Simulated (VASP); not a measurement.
# Al in VASP: single point with PBE

Aim: the single point of Al with PBE.

All numbers are computed with VASP 6.6.1; they aren't measurements. Logs are shortened: lines on timing, memory, paths and dates and some standing lists are left out, and cuts for length are marked.

## 1. The structure

The cell holds a slab with vacuum, 4 atoms: a = 2.920 Å, b = 2.920 Å, c = 28.583 Å, α = 90.00°, β = 90.00°, γ = 120.00°.

The cell was built by a generator and needn't be a form met in nature.

## 2. Single point, PBE

Input file INCAR:

```
SYSTEM = Al
ALGO = Normal
DIPOL = 0.5 0.5 0.656
EDIFF = 1E-6
ENCUT = 520
GGA = PE
IDIPOL = 3
ISIF = 2
ISMEAR = 1
LASPH = .True.
LCHARG = .True.
LDIPOL = .True.
LELF = .True.
LREAL = .False.
LVACPOTAV = .True.
LVHAR = .True.
LWAVE = .False.
NBANDS = 14
NELM = 100
PREC = Accurate
SIGMA = 0.1
```

Input file KPOINTS:

```
k-points
0
Gamma
  15 15 1
  0 0 0
```

Input file POSCAR:

```
Al
1.0
    1.4602435473      2.5292160153      0.0000000000
   -2.9204870946      0.0000000000      0.0000000000
    0.0000000000      0.0000000000     28.5828597884
Al
4
Direct
    0.3333333333      0.6666666667      0.5359819038
    0.0000000000      1.0000000000      0.6161404051
    0.6666666667      0.3333333333      0.6949455205
    0.3333333333      0.6666666667      0.7758730563
```

Potentials or basis: VASP PAW PBE potentials, release 64 (Al).

Launch:

```sh
cat potpaw_PBE.64/Al/POTCAR > POTCAR
mpirun -np 1 vasp_std > vasp.out
```

OUTCAR:

```text
SYSTEM = Al
   EDIFF = 1E-6
   ENCUT = 520
   GGA = PE
   ISIF = 2
   ISMEAR = 1
   LASPH = .True.
   LREAL = .False.
   NELM = 100
   PREC = Accurate

 ion  position               nearest neighbor table
   1  0.333  0.667  0.536-   2 2.84   2 2.84   2 2.84
   2  0.000  0.000  0.616-   3 2.81   3 2.81   3 2.81   1 2.84   1 2.84   1 2.84
   3  0.667  0.333  0.695-   2 2.81   2 2.81   2 2.81   4 2.86   4 2.86   4 2.86
   4  0.333  0.667  0.776-   3 2.86   3 2.86   3 2.86

  LATTYP: Found a hexagonal cell.
 ALAT       =     2.9204870946
 C/A-ratio  =     9.7870180086

  Lattice vectors:

 A1 = (   1.4602435473,   2.5292160153,   0.0000000000)
 A2 = (  -2.9204870946,   0.0000000000,   0.0000000000)
 A3 = (   0.0000000000,   0.0000000000,  28.5828597884)

Analysis of symmetry for initial positions (statically):
=====================================================================
 Subroutine PRICEL returns:
 Original cell was already a primitive cell.

 Routine SETGRP: Setting up the symmetry group for a
 hexagonal supercell.

 Subroutine GETGRP returns: Found  6 space group operations
 (whereof  6 operations were pure point group operations)
 out of a pool of 24 trial point group operations.

The static configuration has the point symmetry C_3v.

Analysis of symmetry for dynamics (positions and initial velocities):
=====================================================================
 Subroutine PRICEL returns:
 Original cell was already a primitive cell.

 Routine SETGRP: Setting up the symmetry group for a
 hexagonal supercell.

 Subroutine GETGRP returns: Found  6 space group operations
 (whereof  6 operations were pure point group operations)
 out of a pool of 24 trial point group operations.

The dynamic configuration has the point symmetry C_3v.

 Subroutine INISYM returns: Found  6 space group operations
 (whereof  6 operations are pure point group operations),
 and found     1 'primitive' translations

----------------------------------------------------------------------------------------

                                     Primitive cell

  volume of cell :     211.1285

  direct lattice vectors                    reciprocal lattice vectors
     1.460243547  2.529216015  0.000000000     0.000000000  0.395379435  0.000000000
    -2.920487095  0.000000000  0.000000000    -0.342408635  0.197689718  0.000000000
     0.000000000  0.000000000 28.582859788     0.000000000  0.000000000  0.034986002

  length of vectors
     2.920487095  2.920487095 28.582859788     0.395379435  0.395379435  0.034986002

  position of ions in fractional coordinates (direct lattice)
     0.333333333  0.666666667  0.535981904
     0.000000000  0.000000000  0.616140405
     0.666666667  0.333333333  0.694945520
     0.333333333  0.666666667  0.775873056

  ion indices of the primitive-cell ions
   primitive index   ion index
                 1           1
                 2           2
                 3           3
                 4           4

----------------------------------------------------------------------------------------

 KPOINTS: k-points

Automatic generation of k-mesh.
 Grid dimensions read from file:
 generate k-points for:   15   15    1

 Generating k-lattice:

  Cartesian coordinates                     Fractional coordinates (reciprocal lattice)
     0.000000000  0.026358629  0.000000000     0.066666667  0.000000000  0.000000000
    -0.022827242  0.013179315  0.000000000     0.000000000  0.066666667  0.000000000
     0.000000000  0.000000000  0.034986002     0.000000000  0.000000000  1.000000000

  Length of vectors
     0.026358629  0.026358629  0.034986002

  Shift w.r.t. Gamma in fractional coordinates (k-lattice)
     0.000000000  0.000000000  0.000000000

 Subroutine IBZKPT returns following result:
 ===========================================

 Found     27 irreducible k-points:

 Following reciprocal coordinates:
            Coordinates               Weight
  0.000000  0.000000  0.000000      1.000000
  0.066667  0.000000  0.000000      6.000000
  0.133333  0.000000  0.000000      6.000000
  0.200000  0.000000  0.000000      6.000000
  0.266667  0.000000  0.000000      6.000000
  0.333333  0.000000  0.000000      6.000000
[... 16 lines left out ...]
  0.333333  0.200000  0.000000     12.000000
  0.400000  0.200000  0.000000      6.000000
 [... further k-points ...]
   k-points           NKPTS =     27   k-points in BZ     NKDIM =     27   number of bands    NBANDS=     14
   number of dos      NEDOS =    301   number of ions     NIONS =      4
   total plane-waves  NPLWV = 124416
   dimension x,y,z NGX =    24 NGY =   24 NGZ =  216
   dimension x,y,z NGXF=    48 NGYF=   48 NGZF=  432
   ions per type =               4
   NGX,Y,Z   is equivalent  to a cutoff of  13.66, 13.66, 12.56 a.u.
   NGXF,Y,Z  is equivalent  to a cutoff of  27.32, 27.32, 25.13 a.u.
 SYSTEM =  Al
   PREC   = accura    normal or accurate (medium, high low for compatibility)
   ISTART =      0    job   : 0-new  1-cont  2-samecut
   ICHARG =      2    charge: 1-file 2-atom 10-const
   ISPIN  =      1    spin polarized calculation?
   LNONCOLLINEAR =      F non collinear calculations
   LSORBIT =      F    spin-orbit coupling
   LASPH  =      T    aspherical Exc in radial PAW
   ENCUT  =  520.0 eV  38.22 Ry    6.18 a.u.   5.43  5.43 53.15*2*pi/ulx,y,z
   NELM   =    100;   NELMIN=  2; NELMDL= -5     # of ELM steps
   EDIFF  = 0.1E-05   stopping-criterion for ELM
   LREAL  =      F    real-space projection
   EDIFFG = 0.1E-04   stopping-criterion for IOM
   NSW    =      0    number of steps for IOM
   IBRION =     -1    ionic relax: 0-MD 1-quasi-New 2-CG
   NFREE  =      0    steps in history (QN), initial steepest desc. (CG)
   ISIF   =      2    stress and relaxation
   ISYM   =      2    0-nonsym 1-usesym 2-fastsym
   POTIM  = 0.5000    time-step for ionic-motion
   TEBEG  =    0.0;   TEEND  =   0.0 temperature during run
   PSTRESS=    0.0 pullay stress
   NELECT =      12.0000    total number of electrons
   NUPDOWN=      -1.0000    fix difference up-down
   EMIN   =  10.00;   EMAX   =-10.00  energy-range for DOS
   EFERMI =   0.00;   METHOD = LEGACY
   ISMEAR =     1;   SIGMA  =   0.10  broadening in eV -4-tet -1-fermi 0-gaus
   EFERMI_NEDOS =   21; number of points for ismear=-14 and -15
   IALGO  =     38    algorithm
   IMIX   =      4    mixing-type and parameters
     AMIX     =   0.40;   BMIX     =  1.00
     AMIX_MAG =   1.60;   BMIX_MAG =  1.00
  volume/ion in A,a.u.               =      52.78       356.19
  Fermi-wavevector in a.u.,A,eV,Ry     =   0.629438  1.189465  5.390522  0.396192
  Thomas-Fermi vector in A             =   1.691727
   LORBIT       =      0    0 simple, 1 ext, 2 COOP (PROOUT), +10 PAW based schemes
   GGA     = PE    functional components
   LHFCALC =     F    Hartree Fock is set to
   AEXX    =    0.0000 exact exchange contribution
   IVDW    =     0    specifies the selected vdW correction
   LEPSILON=     F    determine dielectric tensor
   LRPA    =     F    only Hartree local field effects (RPA)
 non-spin polarized calculation
 Methfessel and Paxton  Order N= 1 SIGMA  =   0.10
  energy-cutoff  :      520.00
  volume of cell :      211.13
 maximum number of plane-waves:      5787
 NGX is ok and might be reduce to    24
   NGX = 11   NGY = 11   NGZ =107

 dipolmoment           0.000000      0.000000      0.001545 electrons x Angstroem

 number of electron      12.0000000 magnetization

 dipolmoment           0.000000      0.000000     -0.000409 electrons x Angstroem

 Free energy of the ion-electron system (eV)
  ---------------------------------------------------
  ext. energy  EPLUGINS =         0.00000000
  ---------------------------------------------------
  free energy    TOTEN  =       -14.15609901 eV

  energy without entropy =      -14.15358527  energy(sigma->0) =      -14.15526110

 E-fermi :  -0.1688     XC(G=0):  -3.8997

 val. band max:       -0.1939223831   @ k =   0.0667   0.0000   0.0000
 cond. band min:      -0.1368337307   @ k =   0.2667   0.2000   0.0000
 fundamental gap:      0.0570886524
 Fermi energy:        -0.1688168416

 k-point     1 :       0.0000    0.0000    0.0000
  band No.  band energies     occupation
      1     -10.8236      2.00000
      2      -9.6748      2.00000
      3      -8.0256      2.00000
      4      -5.6769      2.00000
      5      -3.2825      2.00000
      6      -0.2898      2.07084
      7       2.1842      0.00000
      8       3.4367      0.00000
      9       3.7630      0.00000
     10       4.4276      0.00000
     11       4.5873      0.00000
     12       5.9699      0.00000
     13       6.0366      0.00000
     14       7.9514      0.00000

 k-point     2 :       0.0667    0.0000    0.0000
  band No.  band energies     occupation
      1     -10.7210      2.00000
      2      -9.5728      2.00000
      3      -7.9244      2.00000
      4      -5.5757      2.00000
      5      -3.1863      2.00000
      6      -0.1939      1.41044
      7       2.2802      0.00000
      8       3.5378      0.00000
      9       3.8663      0.00000
     10       4.5272      0.00000
     11       4.6884      0.00000
     12       6.0671      0.00000
     13       6.1288      0.00000
     14       7.9562      0.00000

 k-point     3 :       0.1333    0.0000    0.0000
  band No.  band energies     occupation
      1     -10.4137      2.00000
      2      -9.2672      2.00000
      3      -7.6211      2.00000
      4      -5.2731      2.00000
      5      -2.8980      2.00000
      6       0.0910     -0.00148
      7       2.5608      0.00000
      8       3.8358      0.00000
      9       4.1737      0.00000
     10       4.8099      0.00000
     11       4.9797      0.00000
     12       5.7601      0.00000
     13       6.3790      0.00000
     14       6.4110      0.00000

 k-point     4 :       0.2000    0.0000    0.0000
  band No.  band energies     occupation
      1      -9.9029      2.00000
      2      -8.7592      2.00000
      3      -7.1173      2.00000
      4      -4.7712      2.00000
      5      -2.4191      2.00000
      6       0.5492     -0.00000
      7       2.8702      0.00000
      8       3.5720      0.00000
      9       4.3517      0.00000
     10       4.4788      0.00000
     11       4.7050      0.00000
     12       5.3446      0.00000
     13       5.5343      0.00000
     14       5.9848      0.00000

 k-point     5 :       0.2667    0.0000    0.0000
  band No.  band energies     occupation
      1      -9.1908      2.00000
      2      -8.0511      2.00000
      3      -6.4156      2.00000
      4      -4.0750      2.00000
      5      -1.7558      2.00000
      6       0.8445     -0.00000
      7       1.5301     -0.00000
      8       2.3437      0.00000
      9       3.5907      0.00000
     10       4.0477      0.00000
     11       5.0801      0.00000
[... 276 lines left out ...]
 k-point    22 :       0.2667    0.2000    0.0000
  band No.  band energies     occupation
      1      -7.0751      2.00000
      2      -5.9487      2.00000
      3      -4.3391      2.00000
      4      -2.0876      2.00000
      5      -1.1781      2.00000
      6      -0.1368      0.48815
      7       0.1567     -0.00004
      8       0.5193     -0.00000
      9       1.2480     -0.00000
     10       1.6903     -0.00000
     11       3.0070      0.00000
     12       3.4336      0.00000
     13       4.0454      0.00000
     14       5.3281      0.00000

 k-point    23 :       0.3333    0.2000    0.0000
  band No.  band energies     occupation
      1      -5.8803      2.00000
      2      -4.7645      2.00000
      3      -3.1955      2.00000
      4      -2.9517      2.00000
      5      -1.8514      2.00000
      6      -0.8242      2.00000
      7      -0.2157      1.70518
      8      -0.0109     -0.04808
      9       1.1059     -0.00000
     10       1.5440     -0.00000
     11       2.2144      0.00000
     12       2.8344      0.00000
     13       4.3093      0.00000
     14       4.5728      0.00000

 k-point    24 :       0.4000    0.2000    0.0000
  band No.  band energies     occupation
      1      -4.5120      2.00000
      2      -4.4894      2.00000
      3      -3.4303      2.00000
      4      -3.3962      2.00000
      5      -2.0177      2.00000
      6      -1.4936      2.00000
      7      -0.2585      2.02162
      8       0.2518     -0.00000
      9       0.8713     -0.00000
     10       1.2835     -0.00000
     11       2.5318      0.00000
     12       2.7937      0.00000
     13       3.0831      0.00000
     14       4.8433      0.00000

 [... further k-points ...]

------------------------ aborting loop because EDIFF is reached ----------------------------------------

  FORCE on cell =-STRESS in cart. coord.  units (eV):
  Direction    XX          YY          ZZ          XY          YZ          ZX
  --------------------------------------------------------------------------------------
  -------------------------------------------------------------------------------------
  Total       -2.0855326     -2.0855326     -0.0611069      0.0000000     -0.0000000      0.0000000
  in kB      -15.8263467    -15.8263467     -0.4637180      0.0000000     -0.0000000      0.0000000
  external PRESSURE =     -10.7054705 kB  Pullay stress =       0.0000000 kB

 VOLUME and BASIS-vectors are now :
 -----------------------------------------------------------------------------
  energy-cutoff  :      520.00
  volume of cell :      211.13
      direct lattice vectors                 reciprocal lattice vectors
     1.460243547  2.529216015  0.000000000     0.000000000  0.395379435  0.000000000
    -2.920487095  0.000000000  0.000000000    -0.342408635  0.197689718  0.000000000
     0.000000000  0.000000000 28.582859788     0.000000000  0.000000000  0.034986002

 POSITION                                       TOTAL-FORCE (eV/Angst)
 -----------------------------------------------------------------------------------
     -1.46024      0.84307     15.31990         0.000000      0.000000     -0.007113
      0.00000      0.00000     17.61105         0.000000      0.000000     -0.016561
      0.00000      1.68614     19.86353         0.000000     -0.000000      0.078737
     -1.46024      0.84307     22.17667        -0.000000      0.000000     -0.055063
 -----------------------------------------------------------------------------------
    total drift:                               -0.000000     -0.000000     -0.000031

  FREE ENERGIE OF THE ION-ELECTRON SYSTEM (eV)
  ---------------------------------------------------
  free  energy   TOTEN  =       -14.1560990124 eV

  energy  without entropy=      -14.1535852747  energy(sigma->0) =      -14.15526110

 vacuum level on the upper side and lower side of the slab         3.795         3.804
```

Run time: 99 s. Hardware: 1 thread of AMD EPYC 9R45 (Zen 5), shared host; peak memory 0.31 GiB.

Results:

| Property | Result |
| --- | --- |
| Free energy | -14.1561 eV |
| Largest force | 0.079 eV/Å |
| Band gap on the k mesh | none (metal or under the smearing width) |
| Work function of the upper face | 3.96 eV |
| Work function of the lower face | 3.97 eV |

Forces on the atoms (eV/Å):
```
Al   0.000  0.000 -0.007
Al   0.000  0.000 -0.017
Al   0.000  0.000  0.079
Al   0.000  0.000 -0.055
```

Levels at points of the mesh, in eV from the Fermi level:
| k point | band 3 | band 4 | band 5 | band 6 | band 7 | band 8 | band 9 | band 10 |
| --- | --- | --- | --- | --- | --- | --- | --- | --- |
| (0.00, 0.00, 0.00) | -7.86 | -5.51 | -3.11 | -0.12 | 2.35 | 3.61 | 3.93 | 4.60 |
